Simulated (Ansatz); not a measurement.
Si2Mo:

```
Mo Si
1.0
     4.58547    0.00000    0.00000
    -2.29274    3.97113    0.00000
     0.00000    0.00000    6.57976
Mo Si
3 6
Direct
  0.50000 0.50000 0.83333
  0.00000 0.50000 0.16667
  0.50000 0.00000 0.50000
  0.16387 0.32775 0.50000
  0.67225 0.83613 0.16667
  0.83613 0.16387 0.83333
  0.83613 0.67225 0.50000
  0.32775 0.16387 0.16667
  0.16387 0.83613 0.83333
```

Measurements of this composition are mostly on another form, of space group No. 139.

Base run:

```yaml
Program: Ansatz 0.2.0
Functional: PBEsol
Potentials_or_basis: Ansatz PAW
Cutoff: 420 eV
Density_cutoff: 1680 eV
k_mesh: 7 × 7 × 4
Occupations: fermi-dirac, width 0.05 eV
Spin: no spin polarisation
```

Its results: band gap on the k mesh 0.26 eV, indirect (least direct gap 0.62 eV); pressure -1.5 GPa.

The run is repeated on the same cell with these changes: functional from PBEsol to r2SCAN; cutoff from 420 eV to 500 eV; density cutoff from 1680 eV to 2000 eV. What comes out?

Band gap on the k mesh 0.37 eV, indirect (least direct gap 0.78 eV); pressure -0.2 GPa.

r2SCAN gives the wider gap, since meta-GGAs in the generalised Kohn-Sham scheme recover part of the derivative discontinuity.

Caveats: the k mesh misses the band edges, so the gap on the mesh is wider than the one along the path; the PAW data sets come from PBE, with cores solved anew for the run's functional, which leaves a small shift of forces and pressure.

Not every run made on this cell is shown here.
